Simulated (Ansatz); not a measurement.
# Al in Ansatz: the effect of target pressure

The system is Al.

```
CELL_PARAMETERS angstrom
0.00000 2.02481 2.02481
2.02481 0.00000 2.02481
2.02481 2.02481 0.00000
ATOMIC_POSITIONS crystal
Al 0.00000 0.00000 0.00000
```

Alike in all runs:

| Item | Value |
| --- | --- |
| Program | Ansatz 0.2.0 |
| Task | relaxation of cell and atoms |
| Functional | PBEsol |
| Potentials or basis | Ansatz PAW |
| Cutoff | 420 eV (not typed: the program's choice for these potentials) |
| k mesh | 11 × 11 × 11 |
| Occupations | fermi-dirac, width 0.05 eV |
| Spin | no spin polarisation |

Each run relaxes the cell or the atoms first.

```tsv
target pressure	relaxed volume (Å³/atom)
0 GPa	16.21
2 GPa	15.84
5 GPa	15.36
10 GPa	14.69
20 GPa	?
30 GPa	12.96
```

Task: What does the run with target pressure 20 GPa give?

Result: Relaxed volume 13.70 Å³/atom.

Worked out: In Murnaghan's law V^(-B') rises as a straight line in P. The other rows fit best with B' = 4.0, V0 = 16.21 Å³/atom and B0 = 83 GPa, which gives 13.69 Å³/atom at 20 GPa, against the run's 13.70.

Caveats: the plane-wave basis is chosen anew once the cell has moved, so the energies of steps on either side of that aren't comparable; the PAW data sets come from PBE, with cores solved anew for the run's functional, which leaves a small shift of forces and pressure; the volume moved by over 15 % at a fixed basis, so the end points are rough (some runs).
